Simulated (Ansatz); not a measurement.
## 4 guesses for P and where they end

All numbers below come from Ansatz 0.2.0, DFT PBE, scalar-relativistic, plane waves, PAW. All cells share a 420 eV cutoff and Γ-centred k meshes spaced at most about 0.3 Å⁻¹ (about 0.25 or finer for metals, 2π included). No spin polarisation in the final relaxations.

Each guess was relaxed in cell and atoms at zero pressure, within the symmetry of its start. Temperature and zero-point effects are left out. Coordination counts all near atoms (those within 1.25 times the shortest such distance or 1.15 times the sum of covalent radii; a plus sign parts nearer from farther groups).

```
guess                                      made from  start group  V start (Å³/atom)  end group  V end (Å³/atom)  coordination at the end  gap on mesh (eV)  E over the lowest end (meV/atom)
    1                 4-connected net of one element         Fddd               13.3          ?                ?                        ?                 ?                                 ?
    2  4-, 6-connected net, elements by coordination   P2_12_12_1               11.0     I4/mmm             15.1                    P 1+5                 0                                 0
    3                 3-connected net of one element       P6_222               25.5     P6_222             30.4                      P 3                 0                               507
    4                 4-connected net of one element          R32               16.9        R32             20.0                    P 2+2                 0                               230
```

Guess 1 as it starts:

```cif
data_structure
_symmetry_space_group_name_H-M 'Fddd:1'
_symmetry_Int_Tables_number 70
_cell_length_a 3.1355
_cell_length_b 6.4966
_cell_length_c 10.4773
_cell_angle_alpha 90.000
_cell_angle_beta 90.000
_cell_angle_gamma 90.000
_cell_volume 213.42
loop_
_atom_site_label
_atom_site_type_symbol
_atom_site_symmetry_multiplicity
_atom_site_Wyckoff_symbol
_atom_site_fract_x
_atom_site_fract_y
_atom_site_fract_z
_atom_site_occupancy
P1 P 16 g 0.00000 0.00000 0.81733 1
```

**Question.** Fill in the missing row: what does this guess relax into, and where does it rank?

**Answer.** It ends in space group Fddd (No. 70), with a = 3.211 Å, b = 7.666 Å, c = 13.982 Å, 21.5 Å³/atom and no gap. It lies 262 meV/atom over the lowest end, above guess 4 and below guess 3. Counting all near atoms, this end has P 2 and the lowest (guess 2) has P 1+5.

```cif
data_structure
_symmetry_space_group_name_H-M 'P 1'
_symmetry_Int_Tables_number 1
_cell_length_a 7.9729
_cell_length_b 7.1731
_cell_length_c 4.1558
_cell_angle_alpha 85.039
_cell_angle_beta 63.677
_cell_angle_gamma 31.284
_cell_volume 86.05
loop_
_atom_site_label
_atom_site_type_symbol
_atom_site_fract_x
_atom_site_fract_y
_atom_site_fract_z
_atom_site_occupancy
P1 P 0.80039 0.80039 0.19961 1
P2 P 0.05039 0.05039 0.44961 1
P3 P 0.19961 0.19961 0.80039 1
P4 P 0.44961 0.44961 0.05039 1
```

No dispersion correction is applied, so the spacing and binding between layers, chains or molecules are poorly described (Fddd), and this can change margins and order among such cells. Cells relaxed within their symmetry can be saddle points. The part of the Crystallography Open Database at hand lists P in space groups No. 2, 13, 64, 123; no cell shown has one of them. Some types were kept out of the candidates beforehand, so the set may lack a known form.

Across all four ends, energy rises with volume, from the compact I4/mmm cell to the open P6_222 net. Phosphorus normally saturates its valence with three pyramidal bonds and a lone pair, which opens a gap. None of these ends has one, so the denser cells probably gain by spreading p bonding over more neighbours.

Guess 1 opens from a four-connected net into zigzag chains. Two single bonds per atom leave one valence unsaturated, and the symmetry keeps the chain bonds equal, blocking a pairing distortion that could open a gap. Guess 3 has the right number of neighbours yet lies highest, which suggests that its net holds the bonds far from the preferred pyramidal angles.

The winner's six near neighbours and metallic character recall compressed phosphorus, whereas the forms known at ambient pressure are three-bonded semiconductors. Its first place therefore probably reflects the lack of a well-puckered competitor, not a real preference for high coordination. The order of guesses 1 and 4 is too close to carry a bonding argument.
